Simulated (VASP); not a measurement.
Wanted: the native input for a VASP 6.6.1 run.

- Task: relaxation of cell and atoms
- Functional: PBEsol
- Dispersion: D3(BJ)
- Potentials or basis: VASP PAW PBE potentials, release 64 (Ta_pv, N)
- Cutoff: 600 eV
- k mesh: 10 × 10 × 5
- Occupations: fermi-dirac, width 0.05 eV
- Spin: no spin polarisation
- Further INCAR settings: ALGO = Normal; EDIFF = 1e-06; IBRION = 2; EDIFFG = -0.02; NSW = 60; ISIF = 3

The structure of TaN lies in POSCAR:

```
TaN
1.0
    2.9217699809      0.0000000000      0.0000000000
   -1.4608849905      2.5303270275      0.0000000000
    0.0000000000      0.0000000000      5.9165150000
Ta N
2 2
Direct
    0.0000000000      0.0000000000      0.5000000000
    0.0000000000      0.0000000000      0.0000000000
    0.3333333333      0.6666666667      0.2500000000
    0.6666666667      0.3333333333      0.7500000000
```

The cell comes from a database or a generator and needn't be the stable form of this composition.

These files were run (other wordings do the same):

INCAR

```
SYSTEM = TaN
PREC = Accurate ; ENCUT = 600
EDIFF = 1E-6 ; ISMEAR = -1
SIGMA = 0.05 ; LREAL = .FALSE.
LASPH = .TRUE. ; NELM = 80
ALGO = Normal ; ISIF = 3
LWAVE = .FALSE. ; LCHARG = .FALSE.
GGA = PS ; IVDW = 12
IBRION = 2 ; NSW = 60
EDIFFG = -0.02
```

KPOINTS

```
Automatic mesh
0
G
  10 10 5
  0 0 0
```

Potentials or basis: VASP PAW PBE potentials, release 64 (Ta_pv, N).

Command:

```console
$ cat potpaw_PBE.64/Ta_pv/POTCAR potpaw_PBE.64/N/POTCAR > POTCAR
$ mpirun -np 1 vasp_std > vasp.out
```

Results of the run:

```json
{
  "Relaxed volume": "10.40 Å³/atom",
  "Relaxed cell": "a = 2.871 Å, b = 2.871 Å, c = 5.827 Å, α = 90.00°, β = 90.00°, γ = 120.00°",
  "Space group after relaxing (to 0.05 Å)": "P6_3/mmc (No. 194)",
  "Energy gained by relaxing": "28.3 meV/atom",
  "Ionic steps": "7",
  "Pressure after relaxing": "0.3 GPa",
  "Band gap on the k mesh": "none (metal or under the smearing width)",
  "Dispersion energy per atom": "-0.476 eV"
}
```

Caveat: the PAW data sets were made with another functional, which shifts forces and pressure a little; pairwise dispersion overbinds metals, which lowers pressure and volume.

Run time: 56 s on 1 thread of Intel(R) Xeon(R) 6975P-C (Granite Rapids), on a shared host, peak memory 0.21 GiB.
